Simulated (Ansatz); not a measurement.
Li3N in space group P6/mmm (No. 191; Li on 1b, Li on 2c, N on 1a), DFT-PBE in the program Ansatz with PAW potentials. The conduction-band minimum lies at Γ, with 1 equivalent valley. Second derivatives d²E/dk² of the lowest band at one valley (eV·Å²), along Cartesian directions:

```
direction  d²E/dk²
---------  -------
[100]        24.84
[010]        24.84
[001]        24.48
[110]        24.84
[101]        24.67
[011]        24.67
```

Find the principal effective masses, the density-of-states mass and the conductivity mass.

Off-diagonal terms follow from H_xy = H[110] − (H_xx + H_yy)/2, and m*/mₑ = 7.620 eV·Å² over each eigenvalue: 0.31, 0.31, 0.31. One valley's DOS mass (m₁m₂m₃)^(1/3) = 0.31, conductivity mass 3/(Σ 1/mᵢ) = 0.31 mₑ.

What effective density of states Nc follows at 300 K for parabolic valleys?

Nc = 2.509e19 × 1 × (0.31)^(3/2) ≈ 4.3e18 cm⁻³.

Symmetry was held in the PBE relaxation. At this level the phase is dynamically unstable (imaginary phonons).

Potentials: the later of the program's two PAW sets.

Edges and masses are those of Kohn–Sham bands, whose gap is no quasiparticle gap.
